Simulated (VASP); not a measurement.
# C in VASP: a series of runs, part 2 of 2

VASP 6.6.1.

**3. Relaxation of cell and atoms, r2SCAN+rVV10**

This run uses another cell than the first one, of 28.31 Å³/atom, 1.003 times its volume.

Contents of INCAR:

```
PREC     = Accurate       # precision mode
ENCUT    = 600            # plane-wave cutoff, eV
EDIFF    = 1E-6           # SCF threshold, eV
ISMEAR   = 0              # smearing method
SIGMA    = 0.03           # smearing width, eV
LREAL    = F              # projectors in reciprocal space
LASPH    = T              # aspherical terms in the spheres
NELM     = 120            # most SCF steps
ALGO     = Normal         # electronic algorithm
ISIF     = 3              # what is computed and relaxed
LWAVE    = F              # write WAVECAR
LCHARG   = F              # write CHGCAR
METAGGA  = R2SCAN         # meta-GGA
LMIXTAU  = T            
LUSE_VDW = T            
IVDW_NL  = 2            
BPARAM   = 11.95        
CPARAM   = 0.0093       
IBRION   = 2              # ionic algorithm
NSW      = 90             # ionic steps
EDIFFG   = -0.01          # ionic threshold
LATTICE_CONSTRAINTS= .TRUE. .TRUE. .FALSE.
KPAR     = 2
```

Contents of KPOINTS:

```
regular mesh
0
Gamma
  15 15 1
```

Contents of POSCAR:

```
C
1.0
    2.4700000000      0.0000000000      0.0000000000
   -1.2350000000      2.1390827500      0.0000000000
    0.0000000000      0.0000000000     21.4289500000
C
4
Direct
    0.0000000000      0.0000000000      0.4199925800
    0.6666666700      0.3333333300      0.4215768900
    0.0000000000      0.0000000000      0.5784231100
    0.3333333300      0.6666666700      0.5800074200
```

Potentials or basis: VASP PAW PBE potentials, release 64 (C).

The run is started by

```console
> cat potpaw_PBE.64/C/POTCAR > POTCAR
> mpirun -np 2 vasp_std > vasp.out
```

OUTCAR:

```text
PREC = Accurate
   ENCUT = 600
   EDIFF = 1E-6
   ISMEAR = 0
   LREAL = F
   LASPH = T
   NELM = 120
   ISIF = 3
   METAGGA = R2SCAN
   IVDW_NL = 2
   BPARAM = 11.95
   IBRION = 2
   NSW = 90
   EDIFFG = -0.01

 ion  position               nearest neighbor table
   1  0.000  0.000  0.420-   2 1.43   2 1.43   2 1.43
   2  0.667  0.333  0.422-   1 1.43   1 1.43   1 1.43
   3  0.000  0.000  0.578-   4 1.43   4 1.43   4 1.43
   4  0.333  0.667  0.580-   3 1.43   3 1.43   3 1.43

  LATTYP: Found a hexagonal cell.
 ALAT       =     2.4700000000
 C/A-ratio  =     8.6756882591

  Lattice vectors:

 A1 = (   2.4700000000,   0.0000000000,   0.0000000000)
 A2 = (  -1.2350000000,   2.1390827500,   0.0000000000)
 A3 = (   0.0000000000,   0.0000000000,  21.4289500000)

[... 355 lines left out ...]
      1     -22.3980      2.00000
      2     -22.2613      2.00000
      3     -10.0846      2.00000
      4      -9.1329      2.00000
      5      -4.7026      2.00000
      6      -4.7026      2.00000
      7      -4.6941      2.00000
      8      -4.6941      2.00000
      9       2.0696      0.00000
     10       2.3835      0.00000
     11       2.9729      0.00000
     12       3.8352      0.00000
[... 331 lines left out ...]
 k-point    24 :       0.4000    0.2000    0.0000
  band No.  band energies     occupation
      1     -16.1728      2.00000
      2     -16.1239      2.00000
      3     -15.0199      2.00000
      4     -14.9895      2.00000
      5     -10.9119      2.00000
      6     -10.8650      2.00000
      7      -3.2869      2.00000
      8      -2.9433      2.00000
      9      -0.1136      0.00000
     10      -0.0160      0.00000
     11       9.7003      0.00000
     12      10.0169      0.00000

 [... further k-points ...]

------------------------ aborting loop because EDIFF is reached ----------------------------------------

  FORCE on cell =-STRESS in cart. coord.  units (eV):
  Direction    XX          YY          ZZ          XY          YZ          ZX
  --------------------------------------------------------------------------------------
  -------------------------------------------------------------------------------------
  Total       -0.0177523     -0.0177523     -0.1357920      0.0000000      0.0000000      0.0000000
  in kB       -0.2539717     -0.2539717     -1.9426979      0.0000000      0.0000000      0.0000000
  external PRESSURE =      -0.8168804 kB  Pullay stress =       0.0000000 kB
[... 19 lines left out ...]
  FREE ENERGIE OF THE ION-ELECTRON SYSTEM (eV)
  ---------------------------------------------------
  free  energy   TOTEN  =       -39.3082515089 eV

  energy  without entropy=      -39.3079506080  energy(sigma->0) =      -39.30810106

 reached required accuracy - stopping structural energy minimisation
```

It took 27 min on 2 MPI ranks of Intel Xeon Platinum 8488C (Sapphire Rapids), shared host; peak memory 0.52 GiB.

What came out:

- Free energy: -39.3083 eV
- Relaxed volume: 28.00 Å³/atom
- Relaxed cell: a = 2.457 Å, b = 2.457 Å, c = 21.429 Å, α = 90.00°, β = 90.00°, γ = 120.00°
- Space group after relaxing (to 0.05 Å): P-3m1 (No. 164)
- Energy gained by relaxing: 7.1 meV/atom
- Ionic steps: 5
- Largest force after relaxing: 0.010 eV/Å
- Band gap on the k mesh: none (metal or under the smearing width)

Forces on the atoms (eV/Å):
```
C    0.000  0.000  0.010
C    0.000  0.000  0.002
C    0.000  0.000 -0.002
C    0.000  0.000 -0.009
```

The path:
```csv
step,energy change (eV),largest force (eV/Å),pressure (GPa),volume (Å³)
1,0.0000,0.5972,-1.52,113.22
2,0.0289,0.4005,3.60,109.10
3,-0.0253,0.1962,0.47,111.53
4,-0.0252,0.1913,-0.63,112.46
5,-0.0285,0.0098,-0.08,111.99
```

Final structure:
```xyz
4
Lattice="2.4565 0.0000 0.0000 -1.2283 2.1274 0.0000 0.0000 0.0000 21.4290" Properties=species:S:1:pos:R:3 pbc="T T T"
C     0.0000    0.0000    9.0173
C     1.2283    0.7091    9.0172
C     0.0000    0.0000   12.4115
C     0.0000    1.4183   12.4120
```

Levels at points of the mesh, in eV from the Fermi level:
```
           k point  band 6  band 7  band 8  band 9  band 10  band 11
(0.00, 0.00, 0.00)   -3.21   -3.20   -3.20    3.56     3.87     4.46
```

Caveat: the PAW data sets were made with another functional, which shifts forces and pressure a little.
